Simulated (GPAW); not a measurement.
**Ga in GPAW: convergence with smearing width (eV)**

Input of the first run (smearing width (eV) 0.5); the others differ in this setting and in those tied to it:

File run.py:

```python
from ase.dft.bandgap import bandgap
from ase.io import read, write
from ase.units import GPa
from gpaw import GPAW, PW

atoms = read('POSCAR')

calc = GPAW(mode=PW(600),
            xc='PBE',
            kpts={'size': (5, 5, 5), 'gamma': True},
            occupations={'name': 'methfessel-paxton', 'order': 0, 'width': 0.5},
            nbands=16,
            convergence={'density': 1e-05, 'energy': 1e-05},
            maxiter=100,
            txt='gpaw.txt')
atoms.calc = calc
energy = atoms.get_potential_energy()
forces = atoms.get_forces()
stress = atoms.get_stress()
calc.write('gs.gpw')
write('result.traj', atoms)
print(f'Energy: {energy:.6f} eV')
print('Forces (eV/A):')
print(forces.round(4))
print('Stress (GPa):', (stress / GPa).round(3))
print('Fermi level:', round(calc.get_fermi_level(), 4), 'eV')
print(f'Gap: {bandgap(calc)[0]:.4f} eV, direct: {bandgap(calc, direct=True)[0]:.4f} eV')
```

POSCAR

```
Ga
1.0
    2.2615000000     -3.8305000000      0.0000000000
    2.2615000000      3.8305000000      0.0000000000
    0.0000000000      0.0000000000      4.5240000000
Ga
4
Direct
    0.3451000000      0.6549000000      0.4190000000
    0.1549000000      0.8451000000      0.9190000000
    0.6549000000      0.3451000000      0.5810000000
    0.8451000000      0.1549000000      0.0810000000
```

Potentials or basis: GPAW PAW data sets (gpaw-data 1.2.1), pw.

Launch:

```sh
$ OMP_NUM_THREADS=1 python run.py
```

Hardware: 1 thread of AMD EPYC 9R14 (Zen 4), on a shared host.

```csv
smearing width (eV),"energy less the tightest run, at zero smearing (meV/atom)",pressure (GPa),largest force (eV/Å),SCF cycles,CPU time (s),peak memory (GiB)
0.5,-0.86,2.55,0.136,9,17,0.19
0.3,-1.30,2.42,0.125,9,17,0.2
0.2,-0.77,2.40,0.123,9,17,0.19
0.15,-0.53,2.39,0.120,9,17,0.2
0.1,-0.29,2.38,0.111,9,17,0.19
0.05,-0.06,2.36,0.095,9,17,0.2
0.025,0.01,2.32,0.092,9,17,0.2
0.01,0.00,2.28,0.097,9,17,0.2
```

Against the tightest run, the energy stays within 1 meV/atom from 0.2 on; the pressure stays within 0.1 GPa from 0.05 on; the largest force stays within 0.005 eV/Å from 0.05 on. Narrower smearing needs a denser k mesh, so at a fixed mesh the narrowest width isn't the most accurate. The tightest run that finished is the yardstick and may itself not be fully converged.
